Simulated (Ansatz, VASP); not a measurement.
Two plane-wave programs on SiC

The input INCAR:

```
PREC     = Accurate       # precision mode
ENCUT    = 600            # plane-wave cutoff, eV
EDIFF    = 1E-6           # SCF threshold, eV
ISMEAR   = -1             # smearing method
SIGMA    = 0.05           # smearing width, eV
LREAL    = False          # projectors in reciprocal space
LASPH    = True           # aspherical terms in the spheres
NELM     = 60             # most SCF steps
ALGO     = Normal         # electronic algorithm
ISIF     = 3              # what is computed and relaxed
LWAVE    = False          # write WAVECAR
LCHARG   = False          # write CHGCAR
GGA      = PE             # functional
IVDW     = 13             # dispersion correction
IBRION   = 2              # ionic algorithm
NSW      = 60             # ionic steps
EDIFFG   = -0.01          # ionic threshold
```

The input KPOINTS:

```
Automatic mesh
0
Gamma
  10 10 3
```

File POSCAR:

```
SiC
1.0
    3.0756941497      0.0000000000      0.0000000000
   -1.5378470748      2.6636292679      0.0000000000
    0.0000000000      0.0000000000     10.0706464800
Si C
4 4
Direct
    0.0000000000      0.0000000000      0.1878943800
    0.0000000000      0.0000000000      0.6878943800
    0.3333333333      0.6666666667      0.4378419800
    0.6666666667      0.3333333333      0.9378419800
    0.0000000000      0.0000000000      0.0004600500
    0.0000000000      0.0000000000      0.5004600500
    0.3333333333      0.6666666667      0.2498025900
    0.6666666667      0.3333333333      0.7498025900
```

Contents of input.yaml:

```yaml
crystal:
  lattice:
    - [3.0756941497, 0.0, 0.0]
    - [-1.5378470748, 2.6636292679, 0.0]
    - [0.0, 0.0, 10.07064648]
  atoms:
    - { symbol: Si, position: [0.0, 0.0, 0.18789438] }
    - { symbol: Si, position: [0.0, 0.0, 0.68789438] }
    - { symbol: Si, position: [0.3333333333, 0.6666666667, 0.43784198] }
    - { symbol: Si, position: [0.6666666667, 0.3333333333, 0.93784198] }
    - { symbol: C, position: [0.0, 0.0, 0.00046005] }
    - { symbol: C, position: [0.0, 0.0, 0.50046005] }
    - { symbol: C, position: [0.3333333333, 0.6666666667, 0.24980259] }
    - { symbol: C, position: [0.6666666667, 0.3333333333, 0.74980259] }
hamiltonian:
  xc: pbe
  pseudopotentials: { kind: paw }
  dispersion: d4
kpoints:
  mp_grid: { grid: [10, 10, 3] }
scf:
  occupations: { method: fermi_dirac, width: 0.05 }
output:
  forces: true
  stress: true
  write_density: true
  write_potential: true
  elf: true
  volumetric_format: npy
relax:
  f_tol: 0.01
  max_steps: 40
  cell: { stress_tol: 0.05 }
```

The cell is a database's computed one.

Alike in both runs: task relaxation of cell and atoms; functional PBE; dispersion D4; k mesh 10 × 10 × 3; occupations fermi-dirac, width 0.05 eV; no spin polarisation.

|  | VASP | Ansatz |
| --- | --- | --- |
| version | VASP 6.6.1 | Ansatz 0.2.0 |
| potentials or method | VASP PAW PBE potentials, release 64 (Si, C) | Ansatz PAW |
| plane-wave cutoff (eV) | 600 | 420 |
| valence electrons in the cell | 32 | 32 |

VASP gave:

| Quantity | Value |
| --- | --- |
| gap on the k mesh at the Fermi level, each at its own relaxed structure (eV) | 2.23 |
| relaxed volume (Å³/atom) | 10.29 |
| relaxed cell length with the largest relative difference (Å) | 10.061 |

Estimate Ansatz's values.

gap on the k mesh at the Fermi level, each at its own relaxed structure (eV): 2.23; relaxed volume (Å³/atom): 10.30; relaxed cell length with the largest relative difference (Å): 10.065.

Caveats: an odd mesh through Γ misses points on the zone boundary, where band edges often lie (VASP); odd divisions of the mesh miss points on the zone boundary, where band edges often lie, so the gap on the mesh can be too wide (Ansatz); the plane-wave basis is chosen anew once the cell has moved, so the energies of steps on either side of that aren't comparable (Ansatz). PBE gaps usually lie below the measured ones, often by a third to a half.
